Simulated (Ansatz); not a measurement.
**Mg2Si (Fm-3m): phonons**

Level of theory: PBEsol, PAW on Ansatz 0.2.0's default frozen-core files (fitted under PBE), scalar-relativistic.

Cell and atoms were relaxed beforehand by PAW with this functional.

Command:

```sh
ansatz run input.yaml --threads 2 --pin off --max-ram 6144MiB --backend cpu --events-out ev --progress --plain --runs-dir out
```

Input file:

```yaml
crystal:
  lattice:
    - [0.0, 3.16313751444, 3.16313751444]
    - [3.16313751444, 0.0, 3.16313751444]
    - [3.16313751444, 3.16313751444, 0.0]
  atoms:
    - { symbol: Mg, position: [0.25, 0.25, 0.25] }
    - { symbol: Mg, position: [0.75, 0.75, 0.75] }
    - { symbol: Si, position: [0.0, 0.0, 0.0] }
kpoints:
  mp_grid: { grid: [10, 10, 10] }
scf:
  occupations: { method: fermi_dirac, width: 0.1 }
hamiltonian:
  xc: pbesol
  pseudopotentials: { kind: paw }
phonons:
  qmesh: [2, 2, 2]
  qpath:
    path:
      - [0.0, 0.0, 0.0]
      - [0.5, 0.0, 0.5]
      - [0.625, 0.25, 0.625]
      - [0.375, 0.375, 0.75]
      - [0.0, 0.0, 0.0]
      - [0.5, 0.5, 0.5]
      - [0.5, 0.25, 0.75]
      - [0.5, 0.0, 0.5]
    npoints: 6
  temperatures: { t_min: 0, t_max: 1000, t_step: 100 }
```

Output:

```
Warning: phonons: the dynamical matrix that this run interpolates holds no multipole term above the dipole-dipole one, and a site of this crystal is no centre of inversion, so its interpolated transverse optical and acoustic branches and sound speeds can stay off near Gamma, and the density of states and the thermodynamics with them. What a run solves at a wave vector of phonons.qpoints, Gamma apart, where the deck ...
Warning: RAYON_NUM_THREADS=2 ignored (pool sized by the plan → 2); use --threads N
Engine: ansatz 0.2.0, x86_64-unknown-linux-gnu
Pseudopotentials: kind: paw
Pseudopotential: Mg, paw, valence charge 10, recommended cutoff 420 eV (normal), Mg.paw.azcp
Pseudopotential: Si, paw, valence charge 4, recommended cutoff 420 eV (normal), Si.paw.azcp
Functional definition: PBEsol
  exchange = pbesol_x
  correlation = pbesol_c
Crystal: 6 atoms, lattice volume = 126.594 Å³
Basis set: ecut = 420 eV, 2477 PW (Γ), FFT grids on a1, a2, −a1+a2+a3, exchange–correlation on 60×60×90 points (8 copies of the dense FFT grid, shifted against one another)
Bands: 31, of which v1, the nominal top of the filled ones, is band 24 counted from 1 (23 counted from 0)
[... 190 lines left out ...]
  optical modes at Γ + LO–TO along q̂ = [0.0000, 0.0000, 1.0000]:
      ω (cm⁻¹)  modes    IR ((D/Å)²/amu)
        257.58      3             0.0000
        280.57      2            34.7956
        341.34      1            17.3978
--- Phonons (by wavevector): 3 wavevectors in 2 supercells ---
  supercell 1 (2 cells, vectors [1, 0, 0], [0, 1, -1], [0, 0, 2] in multiples of the cell's): 3 displaced members by 0.0025 Å; free energy -8892.135601 eV; taken off its force constants: by the sum rule 6.2e-5, by the ...
  symmetry images taken by strict's conditions (phonons.symmetry_images: auto; settled by no image being taken that strict refuses)
  supercell 2 (2 cells, vectors [1, 0, 0], [0, 1, 0], [0, 0, 2] in multiples of the cell's): 3 displaced members by 0.0025 Å; free energy -8892.135601 eV; taken off its force constants: by the sum rule 9.4e-6, by the ...
  symmetry images taken by strict's conditions (phonons.symmetry_images: auto; settled by no image being taken that strict refuses)
  q = [0.0000, 0.0000, 0.0000] (star 1, supercell 1; hermiticity 8.46e-49, symmetrization 1.59e-6): -0.00 -0.00 0.00 257.58 257.58 257.58 280.57 280.57 280.57
  q = [0.0000, 0.0000, -0.5000] (star 4, supercell 2; hermiticity 8.15e-17, symmetrization 6.19e-16): 116.31 116.31 203.62 223.76 223.76 279.33 286.71 286.71 288.77
  q = [0.0000, -0.5000, -0.5000] (star 3, supercell 1; hermiticity 6.26e-17, symmetrization 3.43e-16): 155.03 160.25 160.25 170.61 170.61 274.71 301.80 301.80 328.11
  joined force constants: q→R imaginary residual 2.95e-17
  density of states and harmonic sums: on the 18×18×18 q-mesh, interpolated from the force constants of a 2×2×2 supercell (with the dipole–dipole term)
  largest difference from the sums on the solved wave vectors: F 6.12e-2 eV, S 9.36e-5 and C_V 3.22e-5 eV/K
```

Self-consistency was reached.

Field response:

Linear response of an insulating crystal by Kohn-Sham DFT to a field and to zone-centre displacements, local fields included; Born charges neutralised; LO modes for wave vectors along x and z; Cartesian axes as in the input.

```json
{"Dielectric electronic (x, y, z)": "15.51, 15.51, 15.51", "Highest phonon with field along x": "341.3 cm⁻¹", "Highest phonon with field along z": "341.3 cm⁻¹", "Highest phonon without field": "280.6 cm⁻¹"}
```

```tsv
atom	born charge xx (e)	born charge yy (e)	born charge zz (e)
Mg1	1.832	1.832	1.832
Mg2	1.832	1.832	1.832
Si3	-3.664	-3.664	-3.664
```

**Harmonic thermodynamics**

Harmonic phonons of a crystal by Kohn-Sham DFT at the given cell, standard atomic masses, acoustic sum rule imposed; negative wavenumbers are unstable modes; sums over wave vectors interpolated from the q mesh.

```json
{
 "Zero point energy": "41.61 meV/atom"
}
```

```csv
temperature (K),phonon heat capacity (k_B/atom),phonon entropy (k_B/atom),phonon free energy (meV/atom)
100,1.406,0.7157,39.78
200,2.403,2.067,27.62
300,2.709,3.11,5.1
400,2.83,3.908,-25.28
500,2.89,4.546,-61.8
600,2.923,5.077,-103.3
700,2.943,5.529,-149.1
800,2.956,5.923,-198.4
900,2.965,6.271,-251
1000,2.972,6.584,-306.4
```

### Zone-centre phonons

Optical zone-centre levels upwards with Mulliken labels, activity, and the element with most of the kinetic energy.

| Item | Value |
| --- | --- |
| Point group | m-3m |

| number | phonon wavenumber (cm⁻¹) | label | infrared | raman | lead element |
| --- | --- | --- | --- | --- | --- |
| 1 | 257.6 | T2g | no | yes | Mg |
| 2 | 280.6 | T1u | yes | no | Si |

Known limits: frozen-core PAW files fitted under PBE, their cores solved anew for the functional of the run; the gap is closed or tiny at this level, so small that the run used smearing; responses move with mesh and smearing; coarse q mesh; activity by symmetry alone, a metal screens infrared modes.

Time and hardware: 110 s on 2 threads of Intel(R) Xeon(R) Platinum 8488C (Sapphire Rapids), with other jobs on the host, peak memory 0.95 GiB.
